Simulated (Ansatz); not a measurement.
Input and command of a plane-wave DFT calculation in Ansatz:

```yaml
crystal:
  lattice:
    - [0.0, 2.8325057364, 2.8325057364]
    - [2.8325057364, 0.0, 2.8325057364]
    - [2.8325057364, 2.8325057364, 0.0]
  atoms:
    - { symbol: Sr, position: [0.0, 0.0, 0.0] }
basis:
  ecutwfc: 420
kpoints:
  mp_grid: { grid: [6, 6, 6] }
hamiltonian:
  xc: pbe
scf:
  occupations: { method: gaussian, width: 0.1 }
output:
  forces: true
  stress: true
  eigenvalues: true
```

```bash
ansatz run input.yaml --threads 1 --pin off --max-ram 2560MiB --backend cpu --events-out ev --progress --plain --runs-dir out
```

Processor: Intel(R) Xeon(R) 6975P-C (Granite Rapids), 1 thread, on a host shared with other jobs.

Q: Estimate time, memory and problem size.

A: About 0.35 s on 1 thread of Intel(R) Xeon(R) 6975P-C (Granite Rapids) (shared host), peak memory 0.28 GiB. It solves 9 bands at 16 k points (the mesh reduced by the symmetry that the task leaves, which can be less than the crystal's) with about 893 plane waves, in 6 SCF iterations.
